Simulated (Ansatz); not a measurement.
Input of an Ansatz 0.2.0 run:

input.yaml

```yaml
crystal:
  lattice:
    - [0.0, 3.0702711986, 3.0702711986]
    - [3.0702711986, 0.0, 3.0702711986]
    - [3.0702711986, 3.0702711986, 0.0]
  atoms:
    - { symbol: Cd, position: [0.0, 0.0, 0.0] }
    - { symbol: Se, position: [0.25, 0.25, 0.25] }
kpoints:
  mp_grid: { grid: [6, 6, 6] }
  band_path:
    path:
      - [0.0, 0.0, 0.0]
      - [0.5, 0.0, 0.5]
      - [0.5, 0.25, 0.75]
      - [0.375, 0.375, 0.75]
      - [0.0, 0.0, 0.0]
      - [0.5, 0.5, 0.5]
      - [0.625, 0.25, 0.625]
      - [0.5, 0.25, 0.75]
    npoints: 10
scf:
  occupations: { method: fermi_dirac, width: 0.05 }
hamiltonian:
  xc: pbe
  pseudopotentials: { kind: all_electron, lapw: { basis_error: 0.001 } }
output:
  forces: true
  stress: true
  eigenvalues: true
```

Potentials or basis: all-electron LAPW, scalar-relativistic.

Launch:

```sh
$ ansatz run input.yaml --threads 1 --pin off --max-ram 3072MiB --backend cpu --events-out ev --progress --plain --runs-dir out
```

Question: Estimate the pressure.

Answer: 1.3 GPa.

Question: What does it give for the band gap on the k mesh?

Answer: 0.55 eV, direct.

Levels at the corners of the path, in eV from the valence-band top:
| point | band 20 | band 21 | band 22 | band 23 | band 24 | band 25 |
| --- | --- | --- | --- | --- | --- | --- |
| Γ | 0.00 | 0.00 | 0.00 | 0.55 | 5.94 | 5.94 |
| X | -3.95 | -1.75 | -1.75 | 3.20 | 3.74 | 8.96 |
| W | -3.85 | -2.12 | -2.09 | 4.91 | 5.22 | 6.42 |
| K | -3.88 | -2.39 | -1.44 | 3.72 | 5.09 | 8.19 |
| Γ | 0.00 | 0.00 | 0.00 | 0.55 | 5.94 | 5.94 |
| L | -4.22 | -0.71 | -0.71 | 2.36 | 6.45 | 6.45 |
| U | -3.88 | -2.39 | -1.44 | 3.72 | 5.09 | 8.19 |
| W | -3.85 | -2.12 | -2.09 | 4.91 | 5.22 | 6.42 |

As with any semilocal functional, this PBE gap is likely too small.
